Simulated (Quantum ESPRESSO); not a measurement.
Wanted: the native input for a Quantum ESPRESSO 7.5 run.

```
Task                : relaxation of the atoms
Functional          : WC
Dispersion          : D2
Potentials or basis : JTH 2.0 LDA
Cutoff              : 612 eV
Density cutoff      : 3674 eV
k mesh              : 7 × 7 × 7
Occupations         : fermi-dirac, width 0.05 eV
Spin                : no spin polarisation
Mixing beta         : 0.5
Most SCF iterations : 120
SCF threshold       : 4e-10 Ry
Most ionic steps    : 40
Forc conv thr       : 0.0001 Ry/bohr
Etot conv thr       : 1e-05 Ry
Tstress             : yes
Ion dynamics        : bfgs
```

The system is NaI.

```
CELL_PARAMETERS angstrom
0.00000 3.23640 3.23640
3.20404 0.00000 3.23640
3.20404 3.23640 0.00000
ATOMIC_POSITIONS crystal
I 0.50000 0.50000 0.50000
Na 0.00000 0.00000 0.00000
```

The input as run:

pw.in

```
&CONTROL
  calculation = 'relax'
  prefix = 'pwscf'
  outdir = './tmp'
  pseudo_dir = './pseudo'
  tprnfor = .true.
  tstress = .true.
  disk_io = 'low'
  nstep = 40
  forc_conv_thr = 0.0001
  etot_conv_thr = 1d-05
/
&SYSTEM
  ibrav = 0
  nat = 2
  ntyp = 2
  ecutwfc = 45
  ecutrho = 270
  nbnd = 14
  input_dft = 'wc'
  occupations = 'smearing'
  smearing = 'fd'
  degauss = 0.00367493
  vdw_corr = 'grimme-d2'
/
&ELECTRONS
  conv_thr = 4d-10
  electron_maxstep = 120
  mixing_beta = 0.5
/
&IONS
  ion_dynamics = 'bfgs'
/
ATOMIC_SPECIES
I    126.9045 I.LDA_PW-JTH.UPF
Na    22.9898 Na.LDA_PW-JTH.UPF
CELL_PARAMETERS angstrom
   0.0000000000    3.2364000000    3.2364000000
   3.2040360000    0.0000000000    3.2364000000
   3.2040360000    3.2364000000    0.0000000000
ATOMIC_POSITIONS crystal
I      0.5000000000    0.5000000000    0.5000000000
Na     0.0000000000    0.0000000000    0.0000000000
K_POINTS automatic
7 7 7 0 0 0
```

Potentials or basis: JTH 2.0 LDA.

The run is started by

```console
$ OMP_NUM_THREADS=1 pw.x -in pw.in > pw.out
```

It gave:

```yaml
Pressure_after_relaxing: -2.3 GPa
Band_gap_on_the_k_mesh: 3.54 eV, direct
```

Caveat: D2 keeps the scale fitted for PBE; the potentials were made for another functional, which shifts forces and pressure; the cutoff is low for these files, which shifts pressure and relaxed volume; the relaxation stopped at its first step, so nothing moved; spin-orbit coupling is left out, which moves the levels of the heavy elements.

It took 14 s on 1 thread of AMD EPYC 7B13 (Zen 3), with other jobs on the host, peak memory 0.09 GiB.
